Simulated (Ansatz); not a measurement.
Runs of Ansatz 0.2.0 on MgO. The structure is hexagonal, space group P6_3mc (No. 186). The conventional cell has a = 3.308 Å, b = 3.308 Å, c = 4.983 Å, α = 90.00°, β = 90.00°, γ = 120.00°. Mg (site symmetry 3m) has 4 O at 1.97 to 1.99 Å as nearest neighbours. O (site symmetry 3m) has 4 Mg at 1.97 to 1.99 Å as nearest neighbours. Measurements of this composition are mostly on another form, of space group No. 225.

| task | level | cutoff (eV) | points for each segment of the path | gap on the mesh (eV) | pressure (GPa) | V0 of scaled cells (Å³/atom) | B0 (GPa) | largest force (eV/Å) |
| --- | --- | --- | --- | --- | --- | --- | --- | --- |
| band structure | r2SCAN | 500 | 14 | (b) | (c) | - | - | 0.03 |
| equation of state | r2SCAN | 500 | - | - | - | 11.75 | 127 | - |
| equation of state | PBEsol | 420 | - | - | - | 11.84 | 121 | - |
| equation of state | LDA | 420 | - | - | - | 11.40 | 131 | - |
| band structure | PBEsol | 420 | 14 | 3.34 | 0.3 | - | - | (a) |

Alike in all rows: potentials or basis Ansatz PAW; no spin polarisation; cell as given; k mesh 9 × 9 × 6; smearing fermi-dirac 0.05 eV.

Question: Fill in the values left out.

Answer: (a) 0.01; (b) 4.14; (c) -0.6.

Caveats: the cell was scaled at fixed shape and fractional positions, which overstates the stiffness of a crystal with free parameters, most of all of layers and chains (some runs); the PAW data sets come from PBE, with cores solved anew for the run's functional, which leaves a small shift of forces and pressure (some runs); the PAW data sets were made with another functional, which shifts forces and pressure a little (some runs).

Runs at the PBE level aren't shown here.
